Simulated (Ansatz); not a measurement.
A crystal relaxed with r2SCAN in Ansatz 0.2.0 has space group Fd-3m:1 (No. 227) and a = 8.328 Å.

| atom | site | x | y | z |
| --- | --- | --- | --- | --- |
| Xx | 8a | 0.5000 | 0.0000 | 0.5000 |
| Ga | 16d | 0.3750 | 0.8750 | 0.1250 |
| O | 32e | 0.1134 | 0.3866 | 0.1134 |

The r2SCAN gap is indirect, 3.24 eV (K–Γ (0.28 of the way from K) to Γ), below the direct gap of 3.42 eV at Γ. The HSE06 gap is indirect, 4.40 eV (K–Γ (0.28 of the way from K) to Γ), below the direct gap of 4.61 eV at Γ. With PBE the valence top lies at K–Γ (0.30 of the way from K) and the conduction bottom at Γ, 2.63 eV higher; the smallest vertical gap, at Γ, is 2.82 eV. Meshes: r2SCAN 6×6×6, HSE06 4×4×4, PBE 6×6×6. r2SCAN's ε∞ is 3.8 in all directions.

Task: Which element is Xx?
A. Zn
B. Mg
C. Cd
D. Hg

Result: A. Xx is Zn: ZnGa2O4 (Fd-3m) from a database of computed structures. Zn is surrounded by 4 O at 1.97 Å; Ga is surrounded by 6 O at 1.99 Å; O is surrounded by 1 Zn at 1.97 Å and 3 Ga at 1.99 Å.

Calculated for a static, non-magnetic cell.

Where an edge lies off the special points, it is a point of the mesh or the k point where a search put PBE's edge or least direct gap, reused for the other functionals, whose own edges may lie a little apart; PBE's own value is read along its path and can be a few hundredths of an eV high.

The meshes of the hybrids are coarse, so their gaps aren't converged to the digits shown.

For a response run the program warns that the ground state's bands aren't all converged, so ε∞ carries an extra error.
